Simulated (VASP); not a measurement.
# PbS: restarted molecular dynamics, 2 variants

PbS, Cmcm (no. 63), 8 atoms in the cell. PBE, molecular dynamics; PAW potentials Pb, S (PBE set).

| Restart from | Temperature at the end (K) | The same without a restart (K) | Potential energy at the end (eV/atom) | The same without a restart (eV/atom) | Electronic steps in the first step after the restart | Time (s) |
|---|---|---|---|---|---|---|
| CONTCAR with velocities, WAVECAR read | 403.0 | 403.0 | -4.30849 | -4.30849 | 4 | 126 |
| CONTCAR with velocities, no WAVECAR | 403.0 | 403.0 | -4.30849 | -4.30849 | 14 | 158 |

Limits: 120 fs of 8 atoms are too short for converged averages; the cell is only 4.2 Å across, so each atom moves in step with near copies of itself.

## Input of the first row

INCAR.step1:
```
SYSTEM = PbS
ALGO     = Normal         ! electronic algorithm
ANDERSEN_PROB= 0.0          
EDIFF    = 1E-6           ! SCF threshold, eV
ENCUT    = 260            ! plane-wave cutoff, eV
GGA      = PE             ! functional
IBRION   = 0              ! ionic algorithm
ISIF     = 2              ! what is computed and relaxed
ISMEAR   = 0              ! smearing method
ISYM     = 0            
KPAR     = 2            
LASPH    = .TRUE.         ! aspherical terms in the spheres
LCHARG   = .FALSE.        ! write CHGCAR
LREAL    = Auto         
LWAVE    = .TRUE.         ! write WAVECAR
MDALGO   = 1            
NELM     = 60             ! most SCF steps
NELMIN   = 4            
NSW      = 30             ! ionic steps
POTIM    = 2.0            ! step
PREC     = Normal         ! precision mode
RANDOM_SEED= 840899 0 0   
SIGMA    = 0.05           ! smearing width, eV
TEBEG    = 600           
```

INCAR.step2, as INCAR.step1 but for:
```
- LWAVE = .TRUE.
+ LWAVE = .FALSE.
```

KPOINTS:
```
k-points
0
Gamma
  3 1 3
```

POSCAR.step1:
```
PbS
1.0
    4.1599053900      0.0000000000      0.0000000000
    0.0000000000     11.9825937300      0.0000000000
    0.0000000000      0.0000000000      4.2793209400
Pb S
4 4
Direct
    0.0000000000      0.8694366500      0.2500000000
    0.5000000000      0.6305633500      0.7500000000
    0.5000000000      0.3694366500      0.2500000000
    0.0000000000      0.1305633500      0.7500000000
    0.0000000000      0.6452029100      0.2500000000
    0.5000000000      0.8547970900      0.7500000000
    0.5000000000      0.1452029100      0.2500000000
    0.0000000000      0.3547970900      0.7500000000
```

Commands (each step's output is kept before the next begins):
```
cat potpaw_PBE.64/Pb/POTCAR potpaw_PBE.64/S/POTCAR > POTCAR
cp INCAR.step1 INCAR
cp POSCAR.step1 POSCAR
mpirun -np 2 vasp_std > vasp.out
cp CONTCAR POSCAR
cp INCAR.step2 INCAR
mpirun -np 2 vasp_std > vasp.out
```

Changes of the last row against the first:
```
(step 1)
- LWAVE = True
+ LWAVE = False
```

VASP 6.6.1 took 126 s on 2 cores (AMD EPYC 7R13 (Zen 3)), a shared host.
